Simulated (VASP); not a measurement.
# Re (Fm-3m) in VASP: further runs

One crystal, Re, is run at these levels: PBE+D3(BJ); tasks: single point, relaxation of cell and atoms.

All numbers are computed with VASP 6.6.1; they aren't measurements. Logs are shortened: lines on timing, memory, paths and dates and some standing lists are left out, and cuts for length are marked.

## (1) The crystal as given

Symmetry: Fm-3m, No. 225, cubic system. The conventional cell has a = 3.890 Å, b = 3.890 Å, c = 3.890 Å, α = 90.00°, β = 90.00°, γ = 90.00°. Re (site symmetry m-3m) has 12 Re at 2.75 Å as nearest neighbours.

This isn't the form of Re at room conditions, which is hcp.

## (2) Single point, PBE+D3(BJ)

INCAR

```
PREC = Accurate
ENCUT = 520
EDIFF = 1E-6
ISMEAR = 0
SIGMA = 0.1
LREAL = F
LASPH = T
NELM = 100
ALGO = Normal
ISIF = 2
LWAVE = F
LCHARG = F
GGA = PE
IVDW = 12
NBANDS = 10
```

KPOINTS

```
Automatic mesh
0
Gamma
  18 18 18
```

POSCAR

```
Re
1.0
    0.0000000000      1.9451426906      1.9451426906
    1.9451426906      0.0000000000      1.9451426906
    1.9451426906      1.9451426906      0.0000000000
Re
1
Direct
    0.0000000000      0.0000000000      0.0000000000
```

Potentials or basis: VASP PAW PBE potentials, release 64 (Re).

The run is started by

```console
> cat potpaw_PBE.64/Re/POTCAR > POTCAR
> mpirun -np 1 vasp_std > vasp.out
```

OUTCAR:

```text
PREC = Accurate
   ENCUT = 520
   EDIFF = 1E-6
   ISMEAR = 0
   LREAL = F
   LASPH = T
   NELM = 100
   ISIF = 2
   GGA = PE
   IVDW = 12
 IVDW          = 12

 ion  position               nearest neighbor table
   1  0.000  0.000  0.000-

  LATTYP: Found a face centered cubic cell.
 ALAT       =     3.8902853812

  Lattice vectors:

 A1 = (   0.0000000000,   1.9451426906,   1.9451426906)
 A2 = (   1.9451426906,   0.0000000000,   1.9451426906)
 A3 = (   1.9451426906,   1.9451426906,   0.0000000000)

Analysis of symmetry for initial positions (statically):
=====================================================================
 Subroutine PRICEL returns:
 Original cell was already a primitive cell.

 Routine SETGRP: Setting up the symmetry group for a
 face centered cubic supercell.

 Subroutine GETGRP returns: Found 48 space group operations
 (whereof 48 operations were pure point group operations)
 out of a pool of 48 trial point group operations.

The static configuration has the point symmetry O_h .

Analysis of symmetry for dynamics (positions and initial velocities):
=====================================================================
 Subroutine PRICEL returns:
 Original cell was already a primitive cell.

 Routine SETGRP: Setting up the symmetry group for a
 face centered cubic supercell.

 Subroutine GETGRP returns: Found 48 space group operations
 (whereof 48 operations were pure point group operations)
 out of a pool of 48 trial point group operations.

The dynamic configuration has the point symmetry O_h .

 Subroutine INISYM returns: Found 48 space group operations
 (whereof 48 operations are pure point group operations),
 and found     1 'primitive' translations

----------------------------------------------------------------------------------------

                                     Primitive cell

  volume of cell :      14.7192

  direct lattice vectors                    reciprocal lattice vectors
     0.000000000  1.945142691  1.945142691    -0.257050551  0.257050551  0.257050551
     1.945142691  0.000000000  1.945142691     0.257050551 -0.257050551  0.257050551
     1.945142691  1.945142691  0.000000000     0.257050551  0.257050551 -0.257050551

  length of vectors
     2.750847174  2.750847174  2.750847174     0.445224614  0.445224614  0.445224614

  position of ions in fractional coordinates (direct lattice)
     0.000000000  0.000000000  0.000000000

  ion indices of the primitive-cell ions
   primitive index   ion index
[... 79 lines left out ...]
   ISIF   =      2    stress and relaxation
   ISYM   =      2    0-nonsym 1-usesym 2-fastsym
   POTIM  = 0.5000    time-step for ionic-motion
   TEBEG  =    0.0;   TEEND  =   0.0 temperature during run
   PSTRESS=    0.0 pullay stress
   NELECT =       7.0000    total number of electrons
   NUPDOWN=      -1.0000    fix difference up-down
   EMIN   =  10.00;   EMAX   =-10.00  energy-range for DOS
   EFERMI =   0.00;   METHOD = LEGACY
   ISMEAR =     0;   SIGMA  =   0.10  broadening in eV -4-tet -1-fermi 0-gaus
   EFERMI_NEDOS =   21; number of points for ismear=-14 and -15
   IALGO  =     38    algorithm
   IMIX   =      4    mixing-type and parameters
     AMIX     =   0.40;   BMIX     =  1.00
     AMIX_MAG =   1.60;   BMIX_MAG =  1.00
  volume/ion in A,a.u.               =      14.72        99.33
  Fermi-wavevector in a.u.,A,eV,Ry     =   1.277849  2.414784 22.216911  1.632897
  Thomas-Fermi vector in A             =   2.410425
   LORBIT       =      0    0 simple, 1 ext, 2 COOP (PROOUT), +10 PAW based schemes
   GGA     = PE    functional components
   LHFCALC =     F    Hartree Fock is set to
   AEXX    =    0.0000 exact exchange contribution
   IVDW    =    12    specifies the selected vdW correction
   LEPSILON=     F    determine dielectric tensor
   LRPA    =     F    only Hartree local field effects (RPA)
 non-spin polarized calculation
 Gauss-broadening in eV      SIGMA  =   0.10
  energy-cutoff  :      520.00
  volume of cell :       14.72
 maximum number of plane-waves:       411
   NGX = 11   NGY = 11   NGZ = 11

 number of electron       7.0000001 magnetization

 Free energy of the ion-electron system (eV)
  ---------------------------------------------------
  ext. energy  EPLUGINS =         0.00000000
  ---------------------------------------------------
  free energy    TOTEN  =       -12.35751397 eV

  energy without entropy =      -12.35318729  energy(sigma->0) =      -12.35535063

 E-fermi :   8.1425     XC(G=0): -13.7302

 val. band max:        8.1200617330   @ k =  -0.3889   0.4444   0.0556
 cond. band min:       8.1796395702   @ k =  -0.3333   0.2778   0.0000
 fundamental gap:      0.0595778372
 Fermi energy:         8.1424643209

 k-point     1 :       0.0000    0.0000    0.0000
  band No.  band energies     occupation
      1      -1.9800      2.00000
      2       6.2326      2.00000
      3       6.2326      2.00000
      4       6.2326      2.00000
      5       9.4192      0.00000
      6       9.4192      0.00000
      7      22.0625      0.00000
      8      27.7204      0.00000
      9      27.7204      0.00000
     10      27.7204      0.00000
[... 287 lines left out ...]
 k-point    24 :      -0.2222    0.0556    0.0000
  band No.  band energies     occupation
      1       0.3304      2.00000
      2       5.2703      2.00000
      3       6.6936      2.00000
      4       6.8280      2.00000
      5       8.9849      0.00000
      6      10.0370      0.00000
      7      22.4660      0.00000
      8      25.9330      0.00000
      9      30.6693      0.00000
     10      31.9611      0.00000

 [... further k-points ...]

------------------------ aborting loop because EDIFF is reached ----------------------------------------

 Edisp (eV)   -0.65498

 E8    (eV) :    -0.3298

  FORCE on cell =-STRESS in cart. coord.  units (eV):
  Direction    XX          YY          ZZ          XY          YZ          ZX
  --------------------------------------------------------------------------------------
  -------------------------------------------------------------------------------------
  Total      -0.04596    -0.04596    -0.04596    -0.00000    -0.00000     0.00000
  in kB      -5.00224    -5.00224    -5.00224    -0.00000    -0.00000     0.00000
  external pressure =       -5.00 kB  Pullay stress =        0.00 kB

 VOLUME and BASIS-vectors are now :
 -----------------------------------------------------------------------------
  energy-cutoff  :      520.00
  volume of cell :       14.72
      direct lattice vectors                 reciprocal lattice vectors
     0.000000000  1.945142691  1.945142691    -0.257050551  0.257050551  0.257050551
     1.945142691  0.000000000  1.945142691     0.257050551 -0.257050551  0.257050551
     1.945142691  1.945142691  0.000000000     0.257050551  0.257050551 -0.257050551

 POSITION                                       TOTAL-FORCE (eV/Angst)
 -----------------------------------------------------------------------------------
      0.00000      0.00000      0.00000         0.000000      0.000000      0.000000
 -----------------------------------------------------------------------------------
    total drift:                                0.000000      0.000000     -0.000000

  FREE ENERGIE OF THE ION-ELECTRON SYSTEM (eV)
  ---------------------------------------------------
  free  energy   TOTEN  =       -13.0124921678 eV

  energy  without entropy=      -13.0081654883  energy(sigma->0) =      -13.01032883
```

OSZICAR:

```text
N       E                     dE             d eps       ncg     rms          rms(c)
DAV:   1     0.516980255617E+01    0.51698E+01   -0.34739E+03  6170   0.778E+02
DAV:   2    -0.126913412154E+02   -0.17861E+02   -0.16350E+02  5962   0.165E+02
DAV:   3    -0.130549812062E+02   -0.36364E+00   -0.35621E+00  6424   0.376E+01
DAV:   4    -0.130566121238E+02   -0.16309E-02   -0.16299E-02  6364   0.125E+00
DAV:   5    -0.130566139661E+02   -0.18423E-05   -0.18409E-05  5732   0.236E-02    0.302E+01
DAV:   6    -0.125488669713E+02    0.50775E+00   -0.39976E-01  6144   0.170E+01    0.125E+01
DAV:   7    -0.123639163730E+02    0.18495E+00   -0.32773E-01  6216   0.146E+01    0.798E-01
DAV:   8    -0.123579345384E+02    0.59818E-02   -0.30504E-03  5862   0.457E-01    0.139E-01
DAV:   9    -0.123575040964E+02    0.43044E-03   -0.37461E-04  5914   0.196E-01    0.206E-02
DAV:  10    -0.123575137397E+02   -0.96433E-05   -0.15693E-05  5382   0.286E-02    0.383E-03
DAV:  11    -0.123575139657E+02   -0.22604E-06   -0.15295E-07  3024   0.103E-02
   1 F= -.13012492E+02 E0= -.13010329E+02  d E =-.432668E-02
```

stdout:

```text
POSCAR found type information on POSCAR Re
 POSCAR found :  1 types and       1 ions
 scaLAPACK will be used
 LDA part: xc-table for (Slater+PW92), standard interpolation
 POSCAR, INCAR and KPOINTS ok, starting setup
 FFT: planning ... GRIDC
 FFT: planning ... GRID_SOFT
 FFT: planning ... GRID
 WAVECAR not read
 entering main loop
```

Wall time 15 s (1 thread of Intel Xeon Platinum 8488C (Sapphire Rapids), shared host); peak memory 0.15 GiB.

What came out:

* Free energy: -13.0125 eV
* Pressure: -0.5 GPa
* Band gap on the k mesh: none (metal or under the smearing width)
* Dispersion energy per atom: -0.655 eV

Caveat: pairwise dispersion overbinds metals, which lowers pressure and volume. Spin-orbit coupling is left out, which matters for the levels of Re.

## (3) Relaxation of cell and atoms, PBE+D3(BJ)

INCAR

```
SYSTEM = Re
ALGO = Fast
EDIFF = 1E-6
EDIFFG = -0.002
ENCUT = 600
GGA = PE
IBRION = 2
ISIF = 3
ISMEAR = 0
IVDW = 12
LASPH = .TRUE.
LCHARG = .FALSE.
LREAL = .FALSE.
LWAVE = .FALSE.
NELM = 100
NSW = 100
PREC = Accurate
SIGMA = 0.1
```

KPOINTS

```
k-points
0
G
  18 18 18
  0 0 0
```

POSCAR

```
Re
1.0
    0.0000000000      1.9442962850      1.9442962850
    1.9442962850      0.0000000000      1.9442962850
    1.9442962850      1.9442962850      0.0000000000
Re
1
Direct
    0.0000000000      0.0000000000      0.0000000000
```

Potentials or basis: VASP PAW PBE potentials, release 64 (Re).

The run is started by

```console
> cat potpaw_PBE.64/Re/POTCAR > POTCAR
> mpirun -np 1 vasp_std > vasp.out
```

OUTCAR:

```text
SYSTEM = Re
   EDIFF = 1E-6
   EDIFFG = -0.002
   ENCUT = 600
   GGA = PE
   IBRION = 2
   ISIF = 3
   ISMEAR = 0
   IVDW = 12
   LASPH = .TRUE.
   LREAL = .FALSE.
   NELM = 100
   NSW = 100
   PREC = Accurate
 IVDW          = 12

 ion  position               nearest neighbor table
   1  0.000  0.000  0.000-

  LATTYP: Found a face centered cubic cell.
 ALAT       =     3.8885925700

  Lattice vectors:

 A1 = (   0.0000000000,   1.9442962850,   1.9442962850)
 A2 = (   1.9442962850,   0.0000000000,   1.9442962850)
 A3 = (   1.9442962850,   1.9442962850,   0.0000000000)

Analysis of symmetry for initial positions (statically):
=====================================================================
 Subroutine PRICEL returns:
 Original cell was already a primitive cell.

 Routine SETGRP: Setting up the symmetry group for a
 face centered cubic supercell.

 Subroutine GETGRP returns: Found 48 space group operations
 (whereof 48 operations were pure point group operations)
 out of a pool of 48 trial point group operations.

The static configuration has the point symmetry O_h .

Analysis of symmetry for dynamics (positions and initial velocities):
=====================================================================
 Subroutine PRICEL returns:
 Original cell was already a primitive cell.

 Routine SETGRP: Setting up the symmetry group for a
 face centered cubic supercell.

[... 159 lines left out ...]

 E8    (eV) :    -0.3302
[... 102 lines left out ...]
  FREE ENERGIE OF THE ION-ELECTRON SYSTEM (eV)
  ---------------------------------------------------
  free  energy   TOTEN  =       -13.0136096794 eV

  energy  without entropy=      -13.0092892624  energy(sigma->0) =      -13.01144947

[... ionic steps 4 to 12 ...]

--------------------------------------- Ionic step       13  -------------------------------------------

 number of electron       7.0000000 magnetization

------------------------ aborting loop because EDIFF is reached ----------------------------------------
[... 73 lines left out ...]
--------------------------------------- Ionic step       15  -------------------------------------------

 number of electron       7.0000000 magnetization

 Free energy of the ion-electron system (eV)
  ---------------------------------------------------
  ext. energy  EPLUGINS =         0.00000000
  ---------------------------------------------------
  free energy    TOTEN  =       -12.35798551 eV

  energy without entropy =      -12.35366495  energy(sigma->0) =      -12.35582523

 E-fermi :   8.1551     XC(G=0): -13.7353

 val. band max:        8.1334997577   @ k =  -0.3889   0.4444   0.0556
 cond. band min:       8.1920782041   @ k =  -0.3333   0.2778   0.0000
 fundamental gap:      0.0585784464
 Fermi energy:         8.1551403674

 k-point     1 :       0.0000    0.0000    0.0000
  band No.  band energies     occupation
      1      -1.9750      2.00000
      2       6.2424      2.00000
      3       6.2424      2.00000
      4       6.2424      2.00000
      5       9.4341      0.00000
      6       9.4341      0.00000
      7      22.0749      0.00000
[... 221 lines left out ...]
 k-point    24 :      -0.2222    0.0556    0.0000
  band No.  band energies     occupation
      1       0.3373      2.00000
      2       5.2791      2.00000
      3       6.7039      2.00000
      4       6.8385      2.00000
      5       8.9986      0.00000
      6      10.0525      0.00000
      7      22.4820      0.00000

 [... further k-points ...]

------------------------ aborting loop because EDIFF is reached ----------------------------------------

 Edisp (eV)   -0.65562

 E8    (eV) :    -0.3301
[... 24 lines left out ...]
  FREE ENERGIE OF THE ION-ELECTRON SYSTEM (eV)
  ---------------------------------------------------
  free  energy   TOTEN  =       -13.0136101451 eV

  energy  without entropy=      -13.0092895846  energy(sigma->0) =      -13.01144986

 reached required accuracy - stopping structural energy minimisation
```

OSZICAR:

```text
N       E                     dE             d eps       ncg     rms          rms(c)
DAV:   1     0.481717881309E+01    0.48172E+01   -0.37897E+03  4326   0.124E+03
DAV:   2    -0.123913371568E+02   -0.17209E+02   -0.16322E+02  3101   0.115E+02
[... 72 lines left out ...]
       N       E                     dE             d eps       ncg     rms          rms(c)
DAV:   1    -0.123579966851E+02    0.22404E-04   -0.18187E-06  2786   0.928E-02    0.396E-03
RMM:   2    -0.123579966792E+02    0.58255E-08    0.61433E-10  1332   0.516E-03
  14 F= -.13013610E+02 E0= -.13011450E+02  d E =-.407686E-06
       N       E                     dE             d eps       ncg     rms          rms(c)
DAV:   1    -0.123579854886E+02    0.11196E-04   -0.29435E-07  1456   0.440E-02    0.298E-03
RMM:   2    -0.123579855080E+02   -0.19429E-07   -0.49011E-09  1208   0.249E-03
  15 F= -.13013610E+02 E0= -.13011450E+02  d E =-.427487E-06
```

It took 53 s on 1 thread of Intel Xeon Platinum 8488C (Sapphire Rapids), shared host; peak memory 0.17 GiB.

Results:

```yaml
Free_energy: -13.0136 eV
Relaxed_volume: 14.71 Å³/atom
Relaxed_cell: a = 2.750 Å, b = 2.750 Å, c = 2.750 Å, α = 60.00°, β = 60.00°, γ = 60.00°
Space_group_after_relaxing_to_0.05_Å: Fm-3m (No. 225)
Energy_gained_by_relaxing: 0.0 meV/atom
Ionic_steps: 15
Pressure_after_relaxing: 0.0 GPa
Band_gap_on_the_k_mesh: none (metal or under the smearing width)
Dispersion_energy_per_atom: -0.656 eV
```

Final structure:
```xyz
1
Lattice="0.0000 1.9445 1.9445 1.9445 0.0000 1.9445 1.9445 1.9445 0.0000" Properties=species:S:1:pos:R:3 pbc="T T T"
Re    0.0000    0.0000    0.0000
```

Levels at points of the mesh, in eV from the Fermi level:
```tsv
k point	band 2	band 3	band 4	band 5	band 6	band 7
(0.00, 0.00, 0.00)	-1.91	-1.91	-1.91	1.28	1.28	13.92
(0.50, 0.00, 0.00)	-2.12	-2.12	0.23	3.83	3.83	9.99
(0.50, 0.50, 0.00)	-5.96	2.82	3.79	4.58	4.58	12.30
```

Caveat: pairwise dispersion overbinds metals, which lowers pressure and volume. Spin-orbit coupling is left out, which matters for the levels of Re.

## (4) Single point, PBE+D3(BJ)

INCAR

```
PREC = Accurate
ENCUT = 520
EDIFF = 1E-6
ISMEAR = 0
SIGMA = 0.1
LREAL = F
LASPH = T
NELM = 100
ALGO = Normal
ISIF = 2
LWAVE = F
LCHARG = F
GGA = PE
IVDW = 12
NBANDS = 10
```

KPOINTS

```
regular mesh
0
Gamma
  8 8 8
```

POSCAR is that of step 3.

The run is started by

```console
> cat potpaw_PBE.64/Re/POTCAR > POTCAR
> mpirun -np 1 vasp_std > vasp.out
```

Wall time 4 s (1 thread of Intel Xeon Platinum 8488C (Sapphire Rapids), shared host); peak memory 0.13 GiB.

The run converged. Its results:

```
Free energy                : -12.9900 eV
Pressure                   : -0.6 GPa
Band gap on the k mesh     : none (metal or under the smearing width)
Dispersion energy per atom : -0.656 eV
```

Levels at points of the mesh, in eV from the Fermi level:
```tsv
k point	band 1	band 2	band 3	band 4	band 5	band 6	band 7	band 8	band 9
(0.00, 0.00, 0.00)	-10.34	-2.11	-2.11	-2.11	1.10	1.10	13.70	19.39	19.39
(0.50, 0.00, 0.00)	-7.09	-2.31	-2.31	0.03	3.65	3.65	9.81	13.21	19.95
(0.50, 0.50, 0.00)	-7.03	-6.17	2.61	3.61	4.40	4.40	12.10	12.10	12.89
```

Caveat: pairwise dispersion overbinds metals, which lowers pressure and volume. The run has no spin-orbit coupling, so splittings on Re are missing.

## (5) Summary

| task | cell | k mesh | cutoff (eV) | gap on the mesh (eV) | pressure (GPa) |
| --- | --- | --- | --- | --- | --- |
| single point | Fm-3m, 14.72 Å³/atom | 18 × 18 × 18 | 520 | none | -0.5 |
| relaxation of cell and atoms | relaxed | 18 × 18 × 18 | 600 | none | 0.0 |
| single point | Fm-3m, 14.7 Å³/atom | 8 × 8 × 8 | 520 | none | -0.6 |

Alike in all rows: level PBE+D3(BJ); potentials or basis VASP PAW PBE potentials, release 64 (Re); no spin polarisation; smearing gaussian 0.1 eV.

Caveats: pairwise dispersion overbinds metals, which lowers pressure and volume.

Total energies depend on the potentials used, so only differences within one code and one set of settings carry meaning.
